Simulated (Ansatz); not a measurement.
Mulliken charges of C2H6O2, SMILES `OCCO` from PBE/def2-TZVPP in Ansatz (PBE0-D4/def2-TZVP geometry).

| atom | x (Å) | y (Å) | z (Å) | charge (e) |
| --- | --- | --- | --- | --- |
| O1 | 0.255 | -1.599 | 0.528 | -0.317 |
| C2 | 0.769 | -0.417 | -0.030 | 0.035 |
| C3 | -0.336 | 0.464 | -0.566 | -0.011 |
| O4 | -1.278 | 0.764 | 0.450 | -0.326 |
| H5 | -0.528 | -1.343 | 1.029 | 0.185 |
| H6 | 1.358 | 0.146 | 0.713 | 0.042 |
| H7 | 1.449 | -0.701 | -0.839 | 0.058 |
| H8 | -0.894 | -0.072 | -1.337 | 0.084 |
| H9 | 0.080 | 1.376 | -1.014 | 0.060 |
| H10 | -0.874 | 1.382 | 1.066 | 0.189 |

Problem. By hand: the dipole of these point charges (1 e Å = 4.8032 D).

Solution. Σ q r = (0.174, 0.293, -0.109) e Å, of length 0.358 e Å = 1.72 D.

Problem. How does the dipole of the full density compare? (An estimate is asked.)

Solution. Computed: (0.130, 0.434, 0.022) e Å, 2.18 D; the point charges give 0.79 times that, at 25° from its direction.

Point charges leave out the atoms' own dipoles, such as those of lone pairs, and Mulliken's split depends on the basis, so the two needn't agree.
